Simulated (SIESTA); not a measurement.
A run of SIESTA 5.4.2 is set up as follows.

Contents of PbO2.fdf:

```
SystemName                      PbO2
SystemLabel                     PbO2
NumberOfSpecies                 2
NumberOfAtoms                   3
%block ChemicalSpeciesLabel
  1  82 Pb
  2   8 O
%endblock ChemicalSpeciesLabel

LatticeConstant                 1.0 Ang
%block LatticeVectors
     0.0000000000     2.7019920000     2.7019920000
     2.7019920000     0.0000000000     2.7019920000
     2.7019920000     2.7019920000     0.0000000000
%endblock LatticeVectors
AtomicCoordinatesFormat         Fractional
%block AtomicCoordinatesAndAtomicSpecies
     0.0000000000     0.0000000000     0.0000000000  1  Pb
     0.7500000000     0.7500000000     0.7500000000  2  O
     0.2500000000     0.2500000000     0.2500000000  2  O
%endblock AtomicCoordinatesAndAtomicSpecies

%block kgrid.MonkhorstPack
    9   0   0  0.0
    0   9   0  0.0
    0   0   9  0.0
%endblock kgrid.MonkhorstPack
XC.Functional                   GGA
XC.Authors                      PBEsol
PAO.BasisSize                   DZP
PAO.EnergyShift                 0.003 Ry
Mesh.Cutoff                     800 Ry
OccupationFunction              FD
ElectronicTemperature           0.05 eV
MaxSCFIterations                120
SCF.MustConverge                false
SCF.Mixer.Method                Pulay
SCF.Mixer.Weight                0.25
SCF.Mixer.History               8
SCF.DM.Tolerance                5.0e-05
SCF.H.Tolerance                 1.0e-03 eV
WriteForces                     true
Charge.Mulliken                 end
OpticalCalculation              true
Optical.Energy.Minimum          0.0 eV
Optical.Energy.Maximum          30 eV
Optical.Broaden                 0.3 eV
%block Optical.Mesh
  9 9 9
%endblock Optical.Mesh
Optical.OffsetMesh              true
Optical.PolarizationType        polarized
%block Optical.Vector
  0.0 0.0 1.0
%endblock Optical.Vector
%block PAO.Basis
  Pb 4
  n=6 0 2
    6.155 0.000
  n=6 1 2
    8.826 0.000
  n=5 2 2
    4.164 0.000
  n=6 2 1
    8.826
%endblock PAO.Basis
```

Potentials or basis: PseudoDojo 0.4 standard (PBEsol files), DZP (energy shift 0.003 Ry; two zetas on semicore shells).

Run with:

```bash
$ siesta PbO2.fdf > PbO2.out 2>&1
```

**Question.** What does it give for the band gap on the k mesh?

**Answer.** None (metal or under the smearing width).

**Question.** Predict the pressure.

**Answer.** -1.2 GPa.

Dielectric function (mean over the directions given):
```csv
energy (eV),real part,imaginary part
0.27,10.78,3.48
0.72,11.84,1.35
1.26,10.72,6.98
1.71,7.05,8.40
2.25,3.45,6.43
2.79,2.49,2.95
3.24,4.13,2.18
3.78,5.45,1.92
4.23,6.34,3.15
4.77,6.65,5.24
5.31,5.00,6.48
5.76,4.16,7.63
6.30,0.32,7.13
6.84,-0.57,4.89
7.29,-0.12,3.19
7.83,1.01,2.69
8.28,1.25,2.56
8.82,2.61,3.19
9.36,2.31,4.49
9.81,1.60,5.56
10.35,-1.43,6.38
10.80,-3.27,3.45
11.34,-1.77,1.60
11.88,-0.80,1.04
12.33,-0.47,1.30
12.87,-0.37,0.98
13.41,0.00,1.16
13.86,0.04,0.98
14.40,0.01,1.12
14.85,-0.05,0.83
15.39,0.21,0.63
15.93,0.48,0.53
16.38,0.60,0.58
16.92,0.81,0.66
17.37,0.89,0.74
17.91,0.97,0.89
18.45,0.88,1.16
18.90,0.72,1.22
19.44,0.57,0.95
19.98,0.63,0.91
```

Caveat: the basis holds too few empty states to meet the f-sum rule, so the spectrum is short of weight at high energy; spectra need much finer meshes, so this one isn't converged; independent-particle spectra lack excitons; the intraband (Drude) part of a metal's response may be missing; the basis of atomic orbitals isn't converged, which shifts pressures, moduli and gaps. The run has no spin-orbit coupling, so splittings on Pb are missing.
